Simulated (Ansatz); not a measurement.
Runs of Ansatz 0.2.0 on SnSe. It takes space group Pnma (No. 62, orthorhombic). The conventional cell has a = 11.420 Å, b = 4.190 Å, c = 4.460 Å, α = 90.00°, β = 90.00°, γ = 90.00°. Sn (site symmetry m) has 3 Se at 2.69 to 2.83 Å as nearest neighbours. Se (site symmetry m) is surrounded by 3 Sn at 2.69 to 2.83 Å. 

| task | level | potentials or basis | cell | k mesh | points for each segment of the path | mesh quality | gap on the mesh (eV) | pressure (GPa) | relaxed volume (Å³/atom) | largest force (eV/Å) |
| --- | --- | --- | --- | --- | --- | --- | --- | --- | --- | --- |
| relaxation of cell and atoms | PBE+D4 | Ansatz PAW | relaxed | 3 × 6 × 6 | - | not flagged | 0.63 | 0.0 | 27.89 | - |
| relaxation of cell and atoms | LDA | Ansatz PAW | relaxed | 3 × 6 × 6 | - | not flagged | - | 0.0 | 25.17 | 0.01 |
| relaxation of cell and atoms | PBE | Ansatz PAW | relaxed | 3 × 6 × 6 | - | not flagged | 0.65 | 0.0 | 28.35 | 0.01 |
| single point | PBE | Ansatz PAW | as given | 1 × 2 × 2 | - | coarse | (b) | 3.0 | - | (a) |
| relaxation of cell and atoms | BLYP+D3(BJ) | Ansatz PAW | relaxed | 3 × 6 × 6 | - | not flagged | 0.67 | 0.0 | 27.41 | - |
| band structure | BLYP | Ansatz PAW | as given | 3 × 6 × 6 | 10 | not flagged | 0.66 | 6.5 | - | 0.36 |
| relaxation of cell and atoms | revPBE+D4 | Ansatz PAW | relaxed | 3 × 6 × 6 | - | not flagged | 0.67 | 0.0 | 27.94 | - |

Alike in all rows: no spin polarisation; cutoff (eV) 420; smearing fermi-dirac 0.05 eV.

Question: Estimate the missing entries.

Answer: (a) 0.70; (b) 1.08.

Caveats: some runs use coarse meshes; spin-orbit coupling is left out, which moves the levels of the heavy elements (some runs); the plane-wave basis is chosen anew once the cell has moved, so the energies of steps on either side of that aren't comparable (some runs); the PAW data sets come from PBE, with cores solved anew for the run's functional, which leaves a small shift of forces and pressure (some runs); the potentials were made for another functional, which shifts forces and pressure (some runs); odd divisions of the mesh miss points on the zone boundary, where band edges often lie, so the gap on the mesh can be too wide (some runs); this functional lacks dispersion, which binds the layers, so the pressure and a relaxed spacing across them are unreliable (some runs).

A k mesh can miss the band edges, and the runs leave out spin-orbit coupling on Se, Sn.

Not every run made on this cell is shown here.
